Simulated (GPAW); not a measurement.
The system is AlCu3.

```
Cu Al
1.0
     3.63738    0.00000    0.00000
     0.00000    3.63738    0.00000
     0.00000    0.00000    3.63738
Cu Al
3 1
Direct
  0.00000 0.50000 0.50000
  0.50000 0.00000 0.50000
  0.50000 0.50000 0.00000
  0.00000 0.00000 0.00000
```

The cell comes from a database or a generator and needn't be the stable form of this composition.

```yaml
Program: GPAW 26.7.0
Task: relaxation of cell and atoms
Functional: PBEsol
Dispersion: D3(BJ)+ATM
Potentials_or_basis: PAW data sets generated in the run's folder for this functional
Cutoff: 600 eV
Basis: pw
k_mesh: 7 × 7 × 7
Occupations: fermi-dirac, width 0.05 eV
Spin: no spin polarisation
```

At the start: pressure -4.2 GPa; volume 12.03 Å³/atom.

**Question.** How do energy, volume and symmetry change on relaxing?

**Answer.** Over 3 steps the energy falls by 4.0 meV/atom and the volume is 11.70 Å³/atom (-2.8 %); space group Pm-3m (No. 221, to 0.05 Å).

The path:
```tsv
step	energy change (eV)	largest force (eV/Å)	pressure (GPa)	volume (Å³)
1	0.0000	0.0000	-4.23	48.12
2	-0.0038	0.0000	-3.73	47.96
3	-0.0162	0.0000	0.13	46.79
```

Final structure:
```
Cu Al
1.0
     3.60349    0.00000    0.00000
     0.00000    3.60349    0.00000
     0.00000    0.00000    3.60349
Cu Al
3 1
Direct
  0.00000 0.50000 0.50000
  0.50000 0.00000 0.50000
  0.50000 0.50000 0.00000
  0.00000 0.00000 0.00000
```

Caveat: with this Cu data set, volumes or pressures lay over 1.5 % or 2 GPa off other programs in two to four cells of ten; later steps reuse the first step's grids; pairwise dispersion overbinds metals, which lowers pressure and volume.
